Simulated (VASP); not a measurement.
A run of VASP 6.6.1 is set up as follows.

Contents of INCAR:

```
ALGO = Normal
EDIFF = 1E-7
EDIFFG = -0.005
ENCUT = 600
GGA = PE
IBRION = 2
ISIF = 3
ISMEAR = 0
LASPH = True
LCHARG = False
LREAL = False
LWAVE = False
NELM = 80
NSW = 90
PREC = Accurate
SIGMA = 0.03
```

File KPOINTS:

```
k-points
0
Gamma
  9 9 5
```

POSCAR

```
ZnO                                     
1.0
    3.2863600650     -0.0000000000      0.0000000000
   -1.6431800325      2.8460712995     -0.0000000000
    0.0000000000     -0.0000000000      5.2998173491
  Zn              O             
     2     2
Direct
     0.3333333300000021    0.6666666699999979    0.4998171918418509
     0.6666666699999979    0.3333333300000021    0.9998171918418508
     0.6666666699999979    0.3333333300000021    0.3791928081581500
     0.3333333300000021    0.6666666699999979    0.8791928081581502
```

Potentials or basis: VASP PAW PBE potentials, release 64 (Zn, O).

The run is started by

```bash
$ cat potpaw_PBE.64/Zn/POTCAR potpaw_PBE.64/O/POTCAR > POTCAR
$ mpirun -np 1 vasp_std > vasp.out
```

**Question.** Predict the relaxed volume.

**Answer.** 12.39 Å³/atom.

**Question.** Predict the space group after relaxing (to 0.05 Å).

**Answer.** P6_3mc (No. 186).

Final structure:
```xyz
4
Lattice="3.2865 0.0000 0.0000 -1.6433 2.8462 0.0000 0.0000 0.0000 5.3004" Properties=species:S:1:pos:R:3 pbc="T T T"
Zn    0.0000    1.8975    2.6493
Zn    1.6433    0.9487    5.2995
O     1.6433    0.9487    2.0098
O     0.0000    1.8975    4.6600
```
